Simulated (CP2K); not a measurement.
Runs of CP2K 2026.2 on Ge. It takes space group Fd-3m (No. 227, cubic). The conventional cell has a = 5.658 Å, b = 5.658 Å, c = 5.658 Å, α = 90.00°, β = 90.00°, γ = 90.00°. Ge (site symmetry -43m) is surrounded by 4 Ge at 2.45 Å. 

```tsv
task	level	potentials or basis	cell	smearing	k points reduced by the point group	NGRIDS	basis sets	potentials	hirshfeld SHAPE_FUNCTION	gap on the mesh (eV)	pressure (GPa)	relaxed volume (Å³/atom)
atomic charges	r2SCAN	POTENTIAL_UZH Ge GTH-SCAN-q4; TZVP-MOLOPT-SCAN-GTH basis	as given	gaussian 0.05 eV	yes	5	Ge TZVP-MOLOPT-SCAN-GTH-q4	Ge GTH-SCAN-q4 of POTENTIAL_UZH	GAUSSIAN	(b)	(a)	-
single point	PBE	POTENTIAL_UZH Ge GTH-PBE-q4; TZVP-MOLOPT-PBE-GTH basis	as given	gaussian 0.029 eV	yes	5	Ge TZVP-MOLOPT-PBE-GTH-q4	Ge GTH-PBE-q4 of POTENTIAL_UZH	-	0.04	3.9	-
single point	PBE	POTENTIAL_UZH Ge GTH-PBE-q4; TZVP-MOLOPT-PBE-GTH basis	as given	gaussian 0.03 eV	yes	5	Ge TZVP-MOLOPT-PBE-GTH-q4	Ge GTH-PBE-q4 of POTENTIAL_UZH	-	0.04	3.9	-
relaxation of cell and atoms	BLYP+D4	GTH_POTENTIALS Ge GTH-BLYP-q4; TZVP-MOLOPT-PBE-GTH basis	relaxed	fermi-dirac 0.05 eV	-	4	Ge TZVP-MOLOPT-PBE-GTH-q4	Ge GTH-BLYP-q4 of GTH_POTENTIALS	-	0.09	0.0	22.59
relaxation of cell and atoms	BLYP+D3(BJ)	GTH_POTENTIALS Ge GTH-BLYP-q4; TZVP-MOLOPT-PBE-GTH basis	relaxed	fermi-dirac 0.05 eV	-	4	Ge TZVP-MOLOPT-PBE-GTH-q4	Ge GTH-BLYP-q4 of GTH_POTENTIALS	-	0.17	0.0	22.40
```

Alike in all rows: no spin polarisation; k mesh 8 × 8 × 8.

Task: Estimate the missing entries.

Result: (a) -3.0; (b) 0.48.

Caveats: the basis of atomic orbitals isn't converged, which shifts pressures, moduli and gaps; the potentials were made for another functional, which shifts forces and pressure (some runs); the real-space grid breaks the cell's symmetry a little (some runs).

A k mesh can miss the band edges, and the runs leave out spin-orbit coupling on Ge.
